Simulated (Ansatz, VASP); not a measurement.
Two plane-wave programs on Os

```
Os
1.0
     2.73410    0.00000    0.00000
    -1.36705    2.36780    0.00000
     0.00000    0.00000    4.31970
Os
2
Direct
  0.66667 0.33333 0.75000
  0.33333 0.66667 0.25000
```

Alike in both runs: task single point; functional PBE; k mesh 11 × 11 × 6; occupations gaussian, width 0.026 eV; no spin polarisation.

|  | VASP | Ansatz |
| --- | --- | --- |
| version | VASP 6.6.1 | Ansatz 0.2.0 |
| potentials or method | VASP PAW PBE potentials, release 64 (Os) | Ansatz PAW |
| plane-wave cutoff (eV) | 520 | 420 |
| valence electrons in the cell | 16 | 32 |

```csv
,VASP,Ansatz,Ansatz less VASP
gap on the k mesh at the Fermi level (eV),none,none,-
pressure (GPa),8.7,8.8,+0.02
largest component of the traceless stress (GPa),0.20,0.26,+0.061
```

A gap of «none» marks a metal or a gap that the smearing closes. The functional is the same, so the differences come from potentials, cutoffs and numerics. The two sets of potentials don't hold the same shells in valence.

The runs have no spin-orbit coupling, so splittings on Os are missing.
